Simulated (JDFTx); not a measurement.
# KTaO3 (Pm-3m) in JDFTx: equation of state

Aim: energy against volume of KTaO3 in PBEsol, for its equilibrium volume and stiffness.

Everything below comes from runs of JDFTx 1.7.0 (patched build). Logs are shortened: lines on timing, memory, paths and dates and some standing lists are left out, and cuts for length are marked. The log counts tension as positive stress, the text compression.

## (1) Starting point

The structure is cubic, space group Pm-3m (No. 221). Conventional cell: a = 3.988 Å, b = 3.988 Å, c = 3.988 Å, α = 90.00°, β = 90.00°, γ = 90.00°. Around Ta (site symmetry m-3m) lie 6 O at 1.99 Å. K (site symmetry m-3m) has 12 O at 2.82 Å as nearest neighbours. O (site symmetry 4/mmm) has 2 Ta at 1.99 Å as nearest neighbours.

## (2) Equation of state, PBEsol, 11.93 Å³/atom (volume scaled by 0.94)

Input file KTaO3.in:

```
lattice \
    7.3829393952     0.0000000000     0.0000000000 \
    0.0000000000     7.3829393952     0.0000000000 \
    0.0000000000     0.0000000000     7.3829393952
coords-type Lattice
ion Ta     0.0000000000     0.0000000000     0.0000000000 1
ion K      0.5000000000     0.5000000000     0.5000000000 1
ion O      0.0000000000     0.0000000000     0.5000000000 1
ion O      0.0000000000     0.5000000000     0.0000000000 1
ion O      0.5000000000     0.0000000000     0.0000000000 1

ion-species pseudo/Ta.upf
ion-species pseudo/K.upf
ion-species pseudo/O.upf
elec-cutoff 42 336
elec-ex-corr gga-PBEsol
kpoint-folding 7 7 7
elec-smearing Fermi 0.0018374661
elec-n-bands 27
electronic-SCF nIterations 100 energyDiffThreshold 1e-09
electronic-minimize nIterations 30 energyDiffThreshold 1e-7
forces-output-coords Cartesian

dump-name run.$VAR
dump End Ecomponents EigStats BandEigs Kpoints Forces Stress
```

Potentials or basis: PseudoDojo-SR-PBEsol-0.4.1-standard with smoothed tails.

The run is started by

```bash
> jdftx -c 1 -i KTaO3.in -o KTaO3.out
```

What it wrote:

```text
*************** JDFTx 1.7.0 (patched build) ***************

Input parsed successfully to the following command list (including defaults):
[... the input with its defaults ...]

---------- Setting up symmetries ----------

Found 48 point-group symmetries of the bravais lattice
Found 48 space-group symmetries with basis
Applied RMS atom displacement 0 bohrs to make symmetries exact.

---------- Initializing the Grid ----------
R =
[      7.38294            0            0  ]
[            0      7.38294            0  ]
[            0            0      7.38294  ]
unit cell volume = 402.428
G =
[   0.851041          0          0  ]
[          0   0.851041          0  ]
[          0          0   0.851041  ]
Minimum fftbox size, Smin = [  64  64  64  ]
Chosen fftbox size, S = [  64  64  64  ]

---------- Initializing tighter grid for wavefunction operations ----------
R =
[      7.38294            0            0  ]
[            0      7.38294            0  ]
[            0            0      7.38294  ]
unit cell volume = 402.428
G =
[   0.851041          0          0  ]
[          0   0.851041          0  ]
[          0          0   0.851041  ]
Minimum fftbox size, Smin = [  44  44  44  ]
Chosen fftbox size, S = [  48  48  48  ]

---------- Exchange Correlation functional ----------
Initalized PBEsol GGA exchange.
Initalized PBEsol GGA correlation.

---------- Setting up pseudopotentials ----------
Width of ionic core gaussian charges (only for fluid interactions / plotting) set to 0

Reading pseudopotential file 'pseudo/Ta.upf':
  'Ta' pseudopotential, 'PBESOL' functional
  Generated using ONCVPSP code by D. R. Hamann
  13 valence electrons, 4 orbitals, 8 projectors, 1001 radial grid points, with lMax = 3
    5S    l: 0   occupation:  2.0   eigenvalue: -2.683866
    5P    l: 1   occupation:  6.0   eigenvalue: -1.448529
    5D    l: 2   occupation:  3.0   eigenvalue: -0.133056
    6S    l: 0   occupation:  2.0   eigenvalue: -0.201047
  Core radius for overlap checks: 2.22 bohrs.

Reading pseudopotential file 'pseudo/K.upf':
  'K' pseudopotential, 'PBESOL' functional
  Generated using ONCVPSP code by D. R. Hamann
  9 valence electrons, 3 orbitals, 6 projectors, 1001 radial grid points, with lMax = 2
    3S    l: 0   occupation:  2.0   eigenvalue: -1.296039
    3P    l: 1   occupation:  6.0   eigenvalue: -0.690783
    4S    l: 0   occupation:  1.0   eigenvalue: -0.084574
  WARNING: large normalization error in atomic orbital 2s (integral: 0.981092).
  Core radius for overlap checks: 1.56 bohrs.

Reading pseudopotential file 'pseudo/O.upf':
  'O' pseudopotential, 'PBESOL' functional
[... 31 lines left out ...]
	FillingsUpdate:  mu: +0.498227460  nElectrons: 40.000000
LCAOMinimize: Iter:   1  F: -135.3994963830863298  |grad|_K:  5.914e-03  alpha:  2.244e-01  linmin: -2.945e-01  cgtest:  8.249e-01
LCAOMinimize: Encountered beta<0, resetting CG.
[... 15 lines of inner loops ...]
LCAOMinimize: Iter:   7  F: -135.5012501205503668  |grad|_K:  1.930e-07  alpha:  8.589e-01  linmin:  3.447e-03  cgtest: -1.933e-02
	FillingsUpdate:  mu: +0.428777827  nElectrons: 40.000000
LCAOMinimize: Iter:   8  F: -135.5012501207729940  |grad|_K:  1.024e-07  alpha:  7.627e-01  linmin: -5.656e-04  cgtest:  5.761e-03
LCAOMinimize: Converged (|Delta F|<1.000000e-06 for 2 iters).

-------- Electronic minimization -----------
Will mix electronic density at each iteration.
	FillingsUpdate:  mu: +0.428777827  nElectrons: 40.000000
	FillingsUpdate:  mu: +0.420069475  nElectrons: 40.000000
SCF: Cycle:  0   F: -135.645215926088440   dF: -1.440e-01   |Residual|: 2.840e-01   |deigs|: 3.915e-02
	FillingsUpdate:  mu: +0.398716515  nElectrons: 40.000000
SCF: Cycle:  1   F: -135.701950662481153   dF: -5.673e-02   |Residual|: 6.139e-02   |deigs|: 3.017e-02
	FillingsUpdate:  mu: +0.396447373  nElectrons: 40.000000
SCF: Cycle:  2   F: -135.707349080522192   dF: -5.398e-03   |Residual|: 2.923e-02   |deigs|: 9.823e-03
	FillingsUpdate:  mu: +0.391915047  nElectrons: 40.000000
SCF: Cycle:  3   F: -135.707831419646652   dF: -4.823e-04   |Residual|: 5.758e-03   |deigs|: 6.017e-03
	FillingsUpdate:  mu: +0.391568245  nElectrons: 40.000000
SCF: Cycle:  4   F: -135.707870886156542   dF: -3.947e-05   |Residual|: 3.036e-03   |deigs|: 1.624e-03
	FillingsUpdate:  mu: +0.391521294  nElectrons: 40.000000
SCF: Cycle:  5   F: -135.707881487100138   dF: -1.060e-05   |Residual|: 7.681e-04   |deigs|: 6.032e-04
	FillingsUpdate:  mu: +0.391365780  nElectrons: 40.000000
SCF: Cycle:  6   F: -135.707884088787608   dF: -2.602e-06   |Residual|: 3.128e-04   |deigs|: 3.586e-04
	FillingsUpdate:  mu: +0.391382553  nElectrons: 40.000000
SCF: Cycle:  7   F: -135.707885275393409   dF: -1.187e-06   |Residual|: 7.831e-05   |deigs|: 2.789e-04
[... 7 lines left out ...]
SCF: Cycle: 11   F: -135.707886399257291   dF: -8.568e-08   |Residual|: 1.436e-05   |deigs|: 2.821e-04
	FillingsUpdate:  mu: +0.391346733  nElectrons: 40.000000
SCF: Cycle: 12   F: -135.707886425629852   dF: -2.637e-08   |Residual|: 5.814e-05   |deigs|: 2.049e-04
	FillingsUpdate:  mu: +0.391356740  nElectrons: 40.000000
SCF: Cycle: 13   F: -135.707886457865470   dF: -3.224e-08   |Residual|: 1.259e-05   |deigs|: 6.177e-04
	FillingsUpdate:  mu: +0.391358406  nElectrons: 40.000000
SCF: Cycle: 14   F: -135.707886463077045   dF: -5.212e-09   |Residual|: 2.406e-05   |deigs|: 5.781e-04
	FillingsUpdate:  mu: +0.391355273  nElectrons: 40.000000
SCF: Cycle: 15   F: -135.707886468373573   dF: -5.297e-09   |Residual|: 1.712e-05   |deigs|: 7.242e-04
	FillingsUpdate:  mu: +0.391352675  nElectrons: 40.000000
SCF: Cycle: 16   F: -135.707886469874182   dF: -1.501e-09   |Residual|: 4.752e-06   |deigs|: 3.561e-04
	FillingsUpdate:  mu: +0.391351646  nElectrons: 40.000000
SCF: Cycle: 17   F: -135.707886470576142   dF: -7.020e-10   |Residual|: 6.246e-06   |deigs|: 4.667e-04
	FillingsUpdate:  mu: +0.391351684  nElectrons: 40.000000
SCF: Cycle: 18   F: -135.707886470953554   dF: -3.774e-10   |Residual|: 6.030e-06   |deigs|: 2.401e-04
SCF: Converged (|Delta E|<1.000000e-09 for 2 iters).

Setting wave functions to eigenvectors of Hamiltonian

# Stress tensor in Cartesian coordinates [Eh/a0^3]:
[ -0.000414906            0            0  ]
[            0 -0.000414906            0  ]
[            0            0 -0.000414906  ]

# Ionic positions in lattice coordinates:
ion Ta   0.000000000000000   0.000000000000000   0.000000000000000 1
ion K   0.500000000000000   0.500000000000000   0.500000000000000 1
ion O   0.000000000000000   0.000000000000000   0.500000000000000 1
ion O   0.000000000000000   0.500000000000000   0.000000000000000 1
ion O   0.500000000000000   0.000000000000000   0.000000000000000 1

# Forces in Cartesian coordinates:
force Ta   0.000000000000000   0.000000000000000   0.000000000000000 1
force K   0.000000000000000   0.000000000000000  -0.000000000000000 1
force O   0.000000000000000  -0.000000000000000   0.000000000000000 1
force O   0.000000000000000   0.000000000000000   0.000000000000000 1
force O   0.000000000000000  -0.000000000000000   0.000000000000000 1

# Energy components:
   Eewald =     -105.8429019072329709
       EH =       27.4571324843462818
     Eloc =      -94.6735115459932359
      Enl =        0.9911432306833451
      Exc =      -33.5728978188903469
 Exc_core =        9.0831131847891022
       KE =       60.8500359013448318
-------------------------------------
     Etot =     -135.7078864709529853
       TS =        0.0000000000005778
-------------------------------------
        F =     -135.7078864709535537

IonicMinimize: Iter:   0  F: -135.707886470953554  |grad|_K:  4.589e-42
IonicMinimize: Converged (|grad|_K<1.000000e-04).

#--- Lowdin population analysis ---
# oxidation-state Ta +1.535
# oxidation-state K +0.794
# oxidation-state O -0.713 -0.713 -0.713

Dumping 'run.eigStats' ...
	eMin: -2.117014 at state 0 ( [ +0.000000 +0.000000 +0.000000 ] spin 0 )
	HOMO: +0.346762 at state 19 ( [ +0.428571 +0.428571 +0.428571 ] spin 0 )
	mu  : +0.391352
	LUMO: +0.432803 at state 0 ( [ +0.000000 +0.000000 +0.000000 ] spin 0 )
	eMax: +0.781184 at state 9 ( [ +0.000000 +0.428571 +0.428571 ] spin 0 )
	HOMO-LUMO gap: +0.086042
	Optical gap  : +0.105722 at state 0 ( [ +0.000000 +0.000000 +0.000000 ] spin 0 )
Done!
[note: mu as printed may lie anywhere between the filled and the empty levels]
```

Wall time 96 s (1 thread of Intel Xeon 6975P-C (Granite Rapids), shared host); peak memory 0.25 GiB.

What came out:

```yaml
Free_energy: -3692.7997 eV
Pressure: 12.2 GPa
Band_gap_on_the_k_mesh: 2.34 eV, indirect (least direct gap 2.88 eV)
Loewdin_charges: Ta +1.53; K +0.79; O -0.71 e
```

Caveat: spin-orbit coupling is left out, which moves the levels of the heavy elements; an odd mesh through Γ misses points on the zone boundary, where band edges often lie.

## (3) Equation of state, PBEsol, 12.18 Å³/atom (volume scaled by 0.96)

Edit KTaO3.in of step 2 so:

```diff
@@ -1,5 +1,5 @@
 lattice \
-    7.3829393952     0.0000000000     0.0000000000 \
-    0.0000000000     7.3829393952     0.0000000000 \
-    0.0000000000     0.0000000000     7.3829393952
+    7.4349336391     0.0000000000     0.0000000000 \
+    0.0000000000     7.4349336391     0.0000000000 \
+    0.0000000000     0.0000000000     7.4349336391
 coords-type Lattice
```

Potentials or basis: PseudoDojo-SR-PBEsol-0.4.1-standard with smoothed tails.

The run is started by

```bash
> jdftx -c 1 -i KTaO3.in -o KTaO3.out
```

It took 99 s on 1 thread of Intel Xeon 6975P-C (Granite Rapids), shared host; peak memory 0.25 GiB.

It converged, with:

```
Free energy            : -3692.8759 eV
Pressure               : 7.1 GPa
Band gap on the k mesh : 2.30 eV, indirect (least direct gap 2.85 eV)
Loewdin charges        : Ta +1.54; K +0.79; O -0.71 e
```

Caveat: spin-orbit coupling is left out, which moves the levels of the heavy elements; an odd mesh through Γ misses points on the zone boundary, where band edges often lie.

## (4) Equation of state, PBEsol, 12.43 Å³/atom (volume scaled by 0.98)

Edit KTaO3.in of step 3 so:

```diff
@@ -1,5 +1,5 @@
 lattice \
-    7.4349336391     0.0000000000     0.0000000000 \
-    0.0000000000     7.4349336391     0.0000000000 \
-    0.0000000000     0.0000000000     7.4349336391
+    7.4862106640     0.0000000000     0.0000000000 \
+    0.0000000000     7.4862106640     0.0000000000 \
+    0.0000000000     0.0000000000     7.4862106640
 coords-type Lattice
```

The run is started by

```bash
> jdftx -c 1 -i KTaO3.in -o KTaO3.out
```

Run time: 1.7 min. Hardware: 1 thread of Intel Xeon 6975P-C (Granite Rapids), shared host; peak memory 0.25 GiB.

It converged, with:

```
Free energy            : -3692.9134 eV
Pressure               : 2.4 GPa
Band gap on the k mesh : 2.25 eV, indirect (least direct gap 2.82 eV)
Loewdin charges        : Ta +1.55; K +0.79; O -0.72 e
```

Caveat: spin-orbit coupling is left out, which moves the levels of the heavy elements; an odd mesh through Γ misses points on the zone boundary, where band edges often lie.

## (5) Equation of state, PBEsol, 12.69 Å³/atom

Edit KTaO3.in of step 4 so:

```diff
@@ -1,5 +1,5 @@
 lattice \
-    7.4862106640     0.0000000000     0.0000000000 \
-    0.0000000000     7.4862106640     0.0000000000 \
-    0.0000000000     0.0000000000     7.4862106640
+    7.5367947028     0.0000000000     0.0000000000 \
+    0.0000000000     7.5367947028     0.0000000000 \
+    0.0000000000     0.0000000000     7.5367947028
 coords-type Lattice
```

The run is started by

```bash
> jdftx -c 1 -i KTaO3.in -o KTaO3.out
```

Wall time 1.7 min (1 thread of Intel Xeon 6975P-C (Granite Rapids), shared host); peak memory 0.26 GiB.

Results (log left out):

| Property | Result |
| --- | --- |
| Free energy | -3692.9164 eV |
| Pressure | -1.7 GPa |
| Band gap on the k mesh | 2.21 eV, indirect (least direct gap 2.79 eV) |
| Loewdin charges | Ta +1.56; K +0.79; O -0.72 e |

Caveat: spin-orbit coupling is left out, which moves the levels of the heavy elements; an odd mesh through Γ misses points on the zone boundary, where band edges often lie.

## (6) Equation of state, PBEsol, 12.94 Å³/atom (volume scaled by 1.02)

Edit KTaO3.in of step 5 so:

```diff
@@ -1,5 +1,5 @@
 lattice \
-    7.5367947028     0.0000000000     0.0000000000 \
-    0.0000000000     7.5367947028     0.0000000000 \
-    0.0000000000     0.0000000000     7.5367947028
+    7.5867087051     0.0000000000     0.0000000000 \
+    0.0000000000     7.5867087051     0.0000000000 \
+    0.0000000000     0.0000000000     7.5867087051
 coords-type Lattice
```

Potentials or basis: PseudoDojo-SR-PBEsol-0.4.1-standard with smoothed tails.

The run is started by

```bash
> jdftx -c 1 -i KTaO3.in -o KTaO3.out
```

It took 1.8 min on 1 thread of Intel Xeon 6975P-C (Granite Rapids), shared host; peak memory 0.26 GiB.

Results (log left out):

| Item | Value |
| --- | --- |
| Free energy | -3692.8883 eV |
| Pressure | -5.4 GPa |
| Band gap on the k mesh | 2.16 eV, indirect (least direct gap 2.75 eV) |
| Loewdin charges | Ta +1.57; K +0.79; O -0.72 e |

Caveat: spin-orbit coupling is left out, which moves the levels of the heavy elements; an odd mesh through Γ misses points on the zone boundary, where band edges often lie.

## (7) Equation of state, PBEsol, 13.20 Å³/atom (volume scaled by 1.04)

Edit KTaO3.in of step 6 so:

```diff
@@ -1,5 +1,5 @@
 lattice \
-    7.5867087051     0.0000000000     0.0000000000 \
-    0.0000000000     7.5867087051     0.0000000000 \
-    0.0000000000     0.0000000000     7.5867087051
+    7.6359744279     0.0000000000     0.0000000000 \
+    0.0000000000     7.6359744279     0.0000000000 \
+    0.0000000000     0.0000000000     7.6359744279
 coords-type Lattice
```

The run is started by

```bash
> jdftx -c 1 -i KTaO3.in -o KTaO3.out
```

Run time: 1.8 min. Hardware: 1 thread of Intel Xeon 6975P-C (Granite Rapids), shared host; peak memory 0.26 GiB.

Results (log left out):

```
Free energy            : -3692.8324 eV
Pressure               : -8.7 GPa
Band gap on the k mesh : 2.12 eV, indirect (least direct gap 2.71 eV)
Loewdin charges        : Ta +1.58; K +0.78; O -0.72 e
```

Caveat: spin-orbit coupling is left out, which moves the levels of the heavy elements; an odd mesh through Γ misses points on the zone boundary, where band edges often lie.

## (8) Equation of state, PBEsol, 13.45 Å³/atom (volume scaled by 1.06)

Edit KTaO3.in of step 7 so:

```diff
@@ -1,5 +1,5 @@
 lattice \
-    7.6359744279     0.0000000000     0.0000000000 \
-    0.0000000000     7.6359744279     0.0000000000 \
-    0.0000000000     0.0000000000     7.6359744279
+    7.6846125190     0.0000000000     0.0000000000 \
+    0.0000000000     7.6846125190     0.0000000000 \
+    0.0000000000     0.0000000000     7.6846125190
 coords-type Lattice
```

The run is started by

```bash
> jdftx -c 1 -i KTaO3.in -o KTaO3.out
```

Wall time 2 min (1 thread of Intel Xeon 6975P-C (Granite Rapids), shared host); peak memory 0.26 GiB.

The run converged. Its results:

| Item | Value |
| --- | --- |
| Free energy | -3692.7517 eV |
| Pressure | -11.7 GPa |
| Band gap on the k mesh | 2.07 eV, indirect (least direct gap 2.67 eV) |
| Loewdin charges | Ta +1.58; K +0.78; O -0.73 e |

Caveat: spin-orbit coupling is left out, which moves the levels of the heavy elements; an odd mesh through Γ misses points on the zone boundary, where band edges often lie.

## (9) Equation of state, PBEsol

Potentials or basis: PseudoDojo-SR-PBEsol-0.4.1-standard with smoothed tails.

This step only gathers the single runs of the series.

Results:

| Item | Value |
| --- | --- |
| Equilibrium volume | 12.58 Å³/atom |
| Bulk modulus | 203 GPa |
| Pressure derivative of the bulk modulus | 4.5 |

Energy against volume, from the lowest point:
```tsv
volume (Å³/atom)	energy (meV/atom)
11.927	23.33
12.180	8.09
12.434	0.58
12.688	0.00
12.942	5.62
13.196	16.79
13.449	32.93
```

Spin-orbit coupling is left out, which matters for the levels of Ta.
